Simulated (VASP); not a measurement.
All values below come from LDA (Ceperley-Alder, Perdew-Zunger), VASP's LDA PAW potentials (set 64) (plane waves; VASP).

The input files of a VASP run:

INCAR:
```
# general
SYSTEM  = CsBr
PREC    = Accurate
ENCUT   = 520   # plane-wave cut-off (eV)
LREAL   = .FALSE.
LASPH   = .TRUE.   # aspherical one-centre terms

# electronic loop
EDIFF   = 1E-7
NELM    = 100
ALGO    = Normal
LMAXMIX = 4   # l cut-off of mixed one-centre charges

# smearing
ISMEAR  = -5

# ions
ISIF    = 2

# output
LWAVE   = .FALSE.
LCHARG  = .TRUE.
LORBIT  = 11   # lm-projected
NEDOS   = 601
```

### POSCAR
```
CsBr
4.147410
  1.0000000441   0.0000000000   0.0000000000
  0.0000000000   1.0000000441   0.0000000000
  0.0000000000   0.0000000000   1.0000000441
Cs Br
1 1
direct
  0.0000000000   0.0000000000   0.0000000000
  0.5000000000   0.5000000000   0.5000000000
```

File KPOINTS:
```
Automatic mesh
0
Gamma
7 7 7
0 0 0
```

POTCAR, in this order: Cs_sv Br (LDA.64 set). Program: vasp_std.

Output of the run:

**OUTCAR**
```
 ion  position               nearest neighbor table
   1  0.000  0.000  0.000-
   2  0.500  0.500  0.500-
  LATTYP: Found a simple cubic cell.
 ALAT       =     4.1474101829
 Subroutine PRICEL returns:
 Original cell was already a primitive cell.
 Subroutine GETGRP returns: Found 48 space group operations
The static configuration has the point symmetry O_h .
The dynamic configuration has the point symmetry O_h .
 Subroutine INISYM returns: Found 48 space group operations
 Subroutine IBZKPT returns following result:
 Found     20 irreducible k-points:

 Following reciprocal coordinates:
            Coordinates               Weight
  0.000000  0.000000  0.000000      1.000000
  0.142857  0.000000  0.000000      6.000000
  0.285714  0.000000  0.000000      6.000000
  0.428571  0.000000  0.000000      6.000000
  0.142857  0.142857  0.000000     12.000000
  0.285714  0.142857  0.000000     24.000000
  0.428571  0.142857  0.000000     24.000000
  0.285714  0.285714  0.000000     12.000000
  0.428571  0.285714  0.000000     24.000000
  0.428571  0.428571  0.000000     12.000000
  0.142857  0.142857  0.142857      8.000000
  0.285714  0.142857  0.142857     24.000000
  0.428571  0.142857  0.142857     24.000000
  0.285714  0.285714  0.142857     24.000000
  0.428571  0.285714  0.142857     48.000000
  0.428571  0.428571  0.142857     24.000000
  0.285714  0.285714  0.285714      8.000000
  0.428571  0.285714  0.285714     24.000000
  0.428571  0.428571  0.285714     24.000000
  0.428571  0.428571  0.428571      8.000000
   k-points           NKPTS =     20   k-points in BZ     NKDIM =     20   number of bands    NBANDS=     12
   number of dos      NEDOS =    601   number of ions     NIONS =      2
   total plane-waves  NPLWV =  32768
   dimension x,y,z NGX =    32 NGY =   32 NGZ =   32
...
```

OSZICAR:
```
       N       E                     dE             d eps       ncg     rms          rms(c)
DAV:   1     0.936294102575E+02    0.93629E+02   -0.69873E+03   480   0.116E+03
DAV:   2    -0.725999706528E+00   -0.94355E+02   -0.88387E+02   732   0.179E+02
DAV:   3    -0.697173553762E+01   -0.62457E+01   -0.62281E+01   588   0.536E+01
DAV:   4    -0.703299037334E+01   -0.61255E-01   -0.61210E-01   572   0.622E+00
DAV:   5    -0.703353820389E+01   -0.54783E-03   -0.54781E-03   596   0.575E-01    0.178E+00
DAV:   6    -0.683286638888E+01    0.20067E+00   -0.30179E-01   548   0.298E+00    0.108E+00
DAV:   7    -0.679600641281E+01    0.36860E-01   -0.13713E-01   576   0.198E+00    0.503E-01
DAV:   8    -0.679363828279E+01    0.23681E-02   -0.72942E-03   592   0.584E-01    0.903E-02
DAV:   9    -0.679336965432E+01    0.26863E-03   -0.77394E-04   584   0.188E-01    0.603E-02
DAV:  10    -0.679338784574E+01   -0.18191E-04   -0.62754E-05   580   0.549E-02    0.178E-02
DAV:  11    -0.679338853527E+01   -0.68953E-06   -0.12409E-05   544   0.225E-02    0.267E-03
DAV:  12    -0.679338836743E+01    0.16784E-06   -0.91365E-07   584   0.677E-03    0.852E-04
DAV:  13    -0.679338838754E+01   -0.20110E-07   -0.13734E-07   372   0.230E-03
   1 F= -.67933884E+01 E0= -.67933884E+01  d E =0.000000E+00
```

OUTCAR:
```
------------------------ aborting loop because EDIFF is reached ----------------------------------------
  FORCE on cell =-STRESS in cart. coord.  units (eV):
  Direction    XX          YY          ZZ          XY          YZ          ZX
  --------------------------------------------------------------------------------------
  Total       -0.0018020     -0.0018020     -0.0018020     -0.0000000     -0.0000000     -0.0000000
  in kB       -0.0404702     -0.0404702     -0.0404702     -0.0000000     -0.0000000     -0.0000000
  external PRESSURE =      -0.0404702 kB  Pullay stress =       0.0000000 kB
  volume of cell :       71.34
      direct lattice vectors                 reciprocal lattice vectors
     4.147410183  0.000000000  0.000000000     0.241114323  0.000000000  0.000000000
     0.000000000  4.147410183  0.000000000     0.000000000  0.241114323  0.000000000
     0.000000000  0.000000000  4.147410183     0.000000000  0.000000000  0.241114323
 POSITION                                       TOTAL-FORCE (eV/Angst)
 -----------------------------------------------------------------------------------
      0.00000      0.00000      0.00000         0.000000      0.000000      0.000000
      2.07371      2.07371      2.07371         0.000000      0.000000      0.000000
 -----------------------------------------------------------------------------------
    total drift:                                0.000000      0.000000     -0.000000
  FREE ENERGIE OF THE ION-ELECTRON SYSTEM (eV)
  ---------------------------------------------------
  free  energy   TOTEN  =        -6.7933883875 eV

  energy  without entropy=       -6.7933883875  energy(sigma->0) =       -6.79338839

 total charge

# of ion       s       p       d       tot
------------------------------------------
    1        1.830   4.678   0.044   6.553
    2        1.603   3.275   0.003   4.882
--------------------------------------------------
tot          3.434   7.953   0.048  11.435
```
(Selected blocks of OUTCAR.)

OUTCAR:
```
 val. band max:        0.1756564139   @ k =   0.0000   0.0000   0.0000

 cond. band min:       4.6858154289   @ k =   0.0000   0.0000   0.0000


 Fermi energy:         0.1867125255

 k-point     1 :       0.0000    0.0000    0.0000
  band No.  band energies     occupation
      1     -19.4741      2.00000
      2     -12.3810      2.00000
      3      -6.0148      2.00000
      4      -6.0148      2.00000
      5      -6.0148      2.00000
      6       0.1757      2.00000
      7       0.1757      2.00000
      8       0.1757      2.00000
      9       4.6858      0.00000
     10       4.6858      0.00000
     11       4.7107      0.00000
     12       9.4910      0.00000

 k-point     2 :       0.1429    0.0000    0.0000
  band No.  band energies     occupation
      1     -19.4580      2.00000
      2     -12.3900      2.00000
      3      -6.1187      2.00000
      4      -5.9850      2.00000
      5      -5.9850      2.00000
      6      -0.2307      2.00000
      7       0.1160      2.00000
      8       0.1160      2.00000
      9       4.8316      0.00000
     10       5.2189      0.00000
     11       5.2979      0.00000
     12       9.3556      0.00000

 k-point     3 :       0.2857    0.0000    0.0000
  band No.  band energies     occupation
      1     -19.4214      2.00000
      2     -12.4128      2.00000
      3      -6.3252      2.00000
      4      -5.9159      2.00000
      5      -5.9159      2.00000
      6      -0.9458      2.00000
      7      -0.0225      2.00000
      8      -0.0225      2.00000
      9       5.2398      0.00000
     10       6.5054      0.00000
     11       6.5816      0.00000
     12       9.2215      0.00000

 k-point     4 :       0.4286    0.0000    0.0000
  band No.  band energies     occupation
      1     -19.3915      2.00000
      2     -12.4339      2.00000
      3      -6.4674      2.00000
      4      -5.8582      2.00000
      5      -5.8582      2.00000
      6      -1.4130      2.00000
...
```

Unless said otherwise, spin-orbit coupling is left out, though it shifts the bands of the heavy elements here.

The compound is CsBr in the CsCl type structure. It was relaxed first, which changed the volume by -10 %.
